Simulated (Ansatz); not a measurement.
Starting cell, ZrO$_{2}$ (fluorite):

```xyz
6
Lattice="0.0000 5.1159 5.1159 2.5579 0.0000 2.5579 2.5579 2.5579 0.0000" Properties=species:S:1:pos:R:3 pbc="T T T"
Zr     0.0000     0.0000     0.0000
Zr     2.5579     2.5579     5.1159
O      1.2790     1.2790     1.2790
O      1.2790     3.8369     3.8369
O      3.8369     3.8369     3.8369
O      3.8369     6.3948     6.3948
```

The atoms are displaced by Q × the pattern below (from a DFPT mode at L = (0.5, 0.0, 0.0), largest move 1; Q in Å), at fixed cell. (q is in reciprocal vectors of the primitive cell; the cell shown is doubled to hold the pattern.)

```
atom       x       y       z
----  ------  ------  ------
Zr1    0.577  -0.577  -0.577
Zr2   -0.577   0.577   0.577
O3     0.432  -0.432  -0.432
O4    -0.432   0.432   0.432
O5    -0.432   0.432   0.432
O6     0.432  -0.432  -0.432
```

Calculation: PBE (plane waves to 420 eV, PAW, scalar-relativistic; Ansatz, a quantum-chemistry and plane-wave program). k mesh 11×11×11 (Γ-centred), Fermi-Dirac smearing 0.05 eV. The energy includes the smearing's −TS. Left out: 4 of 13 points, with atoms too close for the PAW data. The PAW data are Ansatz's earlier set. This is a high-temperature form of ZrO2. ZrO2 is run without spin polarisation. ZrO2 was relaxed with its symmetry unable to fall. ΔE is measured from the undisplaced structure.

Q: Estimate the ΔE (eV/cell) for Q (Å) = -0.187, -0.140, -0.093, -0.047, 0.047, 0.093, 0.140, 0.187.

A: 
```json
[
 {"Q (Å)": "-0.187", "ΔE (eV/cell)": "1.061"},
 {"Q (Å)": "-0.140", "ΔE (eV/cell)": "0.529"},
 {"Q (Å)": "-0.093", "ΔE (eV/cell)": "0.214"},
 {"Q (Å)": "-0.047", "ΔE (eV/cell)": "0.051"},
 {"Q (Å)": "0.047", "ΔE (eV/cell)": "0.051"},
 {"Q (Å)": "0.093", "ΔE (eV/cell)": "0.214"},
 {"Q (Å)": "0.140", "ΔE (eV/cell)": "0.529"},
 {"Q (Å)": "0.187", "ΔE (eV/cell)": "1.061"}
]
```

(A displaced cell: forces are minus the slopes of the energy, force constants its curvatures, and phonons follow from these.)
